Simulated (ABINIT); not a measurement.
SrO:

```
Sr O
1.0
     0.00000    2.56630    2.56630
     2.56630    0.00000    2.56630
     2.56630    2.56630    0.00000
Sr O
1 1
Direct
  0.50000 0.50000 0.50000
  0.00000 0.00000 0.00000
```

Base run:

```yaml
Program: ABINIT 10.8.3 (patched build)
Functional: PBE
Potentials_or_basis: JTH PAW PBE v2.0
Cutoff: 626 eV
k_mesh: 12 × 12 × 12
Occupations: fermi-dirac, width 0.05 eV
Spin: no spin polarisation
```

Its results: band gap on the k mesh 3.31 eV, indirect (least direct gap 3.38 eV); pressure 3.0 GPa.

Q: The run is repeated on the same cell with these changes: k mesh from 12 × 12 × 12 to 7 × 7 × 7. What comes out?

A: Band gap on the k mesh 3.41 eV, indirect (least direct gap 3.49 eV); pressure 3.0 GPa.

Caveats: an odd mesh through Γ misses points on the zone boundary, where band edges often lie (some runs).
